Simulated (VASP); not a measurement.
Crystal: SnSe.

```
CELL_PARAMETERS angstrom
0.00000 3.36398 3.36398
3.36398 0.00000 3.36398
3.36398 3.36398 0.00000
ATOMIC_POSITIONS crystal
Sn 0.00000 0.00000 0.00000
Se 0.25000 0.25000 0.25000
```

The cell was built by a generator and needn't be a form met in nature.

Base run:

| Quantity | Value |
| --- | --- |
| Program | VASP 6.6.1 |
| Functional | HSE06 |
| Potentials or basis | VASP PAW PBE potentials, release 64 (Sn_d, Se) |
| Cutoff | 520 eV |
| k mesh | 4 × 4 × 4 |
| Occupations | fermi-dirac, width 0.02 eV |
| Spin | no spin polarisation |

Its results: band gap on the k mesh 0.31 eV, indirect (least direct gap 1.05 eV); pressure 0.1 GPa.

The run is repeated on the same cell with these changes: functional from HSE06 to PBE. What comes out?

Band gap on the k mesh none (metal or under the smearing width); pressure 0.2 GPa.

HSE06 gives the wider gap, since exact exchange removes part of the self-interaction.

Caveats: some runs use coarse meshes; the PAW data sets were made with another functional, which shifts forces and pressure a little (some runs); spin-orbit coupling is left out, which moves the levels of the heavy elements (some runs).

A k mesh can miss the band edges.

Not every run made on this cell is shown here.
